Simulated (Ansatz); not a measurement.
# Ti4O: the cost of one run

Computed with Ansatz 0.2.0 (DFT PBE, scalar-relativistic, plane waves, PAW, unless a step's input says otherwise).

4 further runs of the same task are left out: 4 set aside as unsound or not needed.

### 1 Starting point

It takes space group P4mm (No. 99, tetragonal). The conventional cell has a = 3.255 Å, b = 3.255 Å, c = 20.179 Å, α = 90.00°, β = 90.00°, γ = 90.00°. Ti (site symmetry 4mm) is surrounded by 9 Ti at 2.82 to 3.26 Å. Around Ti (site symmetry 4mm) lie 9 Ti at 2.77 to 3.05 Å. Ti (site symmetry 4mm) has 8 Ti at 2.75 to 2.77 Å as nearest neighbours. Around Ti (site symmetry 4mm) lie 1 O at 2.26 Å. Around O (site symmetry 4mm) lie 1 Ti at 2.26 Å.

Structure file:

```cif
data_structure
_symmetry_space_group_name_H-M 'P 1'
_symmetry_Int_Tables_number 1
_cell_length_a 3.2553
_cell_length_b 3.2553
_cell_length_c 20.1794
_cell_angle_alpha 90.000
_cell_angle_beta 90.000
_cell_angle_gamma 90.000
_cell_volume 213.85
loop_
_atom_site_label
_atom_site_type_symbol
_atom_site_fract_x
_atom_site_fract_y
_atom_site_fract_z
_atom_site_occupancy
Ti1 Ti 0.50000 0.50000 0.19822 1
Ti2 Ti 0.00000 0.00000 0.27888 1
Ti3 Ti 0.50000 0.50000 0.35519 1
Ti4 Ti 0.00000 0.00000 0.43011 1
O1 O 0.00000 0.00000 0.54211 1
```

This is the geometry of the first run shown, built on a cell relaxed beforehand with the same method.

### 2 What is varied

Atoms count from 1 in the order of the input.

O is moved over the surface cell; relaxed at each place: the height of the adsorbate's atoms; substrate rigid; the origin of the map has the adsorbate above Ti4.

First coordinate, position of O5 along the first surface vector, from above Ti4: 8 values from 0.000 to 0.875, periodic. Second coordinate, position of O5 along the second surface vector, from above Ti4: 8 values from 0.000 to 0.875, periodic.

Relaxed at each point: the height of the adsorbate's atoms; substrate rigid. Points are written as (first, second).

The two vectors of the plane (Å): (3.255, 0.000, 0.000); (0.000, 3.255, 0.000).

### 3 Point (0/8, 0/8) of the map's two axes

input.yaml reads:

```yaml
crystal:
  lattice:
    - [3.2553359278, 0.0, 0.0]
    - [0.0, 3.2553359278, 0.0]
    - [0.0, 0.0, 20.1793674396]
  atoms:
    - { symbol: Ti, position: [0.5, 0.5, 0.198222269] }
    - { symbol: Ti, position: [0.0, 0.0, 0.2788822782] }
    - { symbol: Ti, position: [0.5, 0.5, 0.3551865237] }
    - { symbol: Ti, position: [0.0, 0.0, 0.4301109767] }
    - { symbol: O, position: [0.0, 0.0, 0.5421065587] }
basis:
  ecutwfc: 420
kpoints:
  mp_grid: { grid: [8, 8, 1] }
hamiltonian:
  xc: pbe
  pseudopotentials: { kind: paw, azcp: { folder: soft_1 } }
scf:
  occupations: { method: gaussian, width: 0.1 }
output:
  forces: true
  eigenvalues: true
relax:
  adjacent_minimum: "off"
  f_tol: 0.025
  max_steps: 16
  constraints: [{ sites: [0, 1, 2, 3] }, { sites: [4], fix: xy }]
efield:
  axis: 3
  dipole_correction: true
  ramp_width: 0.04
```

Started as:

```console
ansatz run input.yaml --threads 1 --pin off --max-ram 3072MiB --backend cpu --events-out ev --progress --plain --runs-dir out
```

**Question.** How long does this run take on 1 thread of Arm Neoverse V2, shared host, and how much memory does it need?

About 62 s, with a peak of 0.41 GiB.
